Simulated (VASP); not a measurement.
Write the native input for VASP 6.6.1 that does the following.

| Property | Result |
| --- | --- |
| Task | relaxation of cell and atoms |
| Functional | PBEsol |
| Potentials or basis | VASP PAW PBE potentials, release 64 (Hf_pv) |
| Cutoff | 520 eV |
| k mesh | 3 × 3 × 2 |
| Occupations | gaussian, width 0.1 eV |
| Spin | no spin polarisation |
| Target pressure | 50 GPa |
| Further INCAR settings | ALGO = Normal; EDIFF = 1e-07; IBRION = 2; EDIFFG = -0.002; NSW = 80; ISIF = 3 |
| Target pressure | 50 GPa |

The structure of Hf lies in POSCAR:

```
Hf                                      
1.0
    2.6589631763     -0.0000000000      0.0000000000
   -1.3294815881      2.3027296615     -0.0000000000
    0.0000000000     -0.0000000000      5.0259529612
  Hf            
     2
Direct
     0.3333333300000021    0.6666666699999979    0.2500000000000000
     0.6666666699999979    0.3333333300000021    0.7500000000000000
```

The input as run:

INCAR

```
SYSTEM = Hf
PREC = Accurate
ENCUT = 520
EDIFF = 1E-7
ISMEAR = 0
SIGMA = 0.1
LREAL = .False.
LASPH = .True.
NELM = 60
ALGO = Normal
ISIF = 3
LWAVE = .False.
LCHARG = .False.
GGA = PS
IBRION = 2
NSW = 80
EDIFFG = -0.002
PSTRESS = 500.0
```

KPOINTS

```
Automatic mesh
0
Gamma
  3 3 2
  0 0 0
```

Potentials or basis: VASP PAW PBE potentials, release 64 (Hf_pv).

Command:

```sh
$ cat potpaw_PBE.64/Hf_pv/POTCAR > POTCAR
$ mpirun -np 1 vasp_std > vasp.out
```

Results of the run:

```json
{
 "Energy change on relaxing (the enthalpy is what falls)": "+0.4 meV/atom",
 "Ionic steps": "5",
 "Pressure after relaxing": "50.0 GPa",
 "Band gap on the k mesh": "none (metal or under the smearing width)"
}
```

Caveat: the k mesh is coarse (spacing up to 0.91 Å⁻¹), so the values aren't converged; the cell is relaxed towards a set pressure, so the enthalpy falls and the energy may rise; the PAW data sets were made with another functional, which shifts forces and pressure a little.

Wall time 16 s on 1 thread of Intel(R) Xeon(R) Platinum 8488C (Sapphire Rapids), with other jobs on the host, peak memory 0.13 GiB.
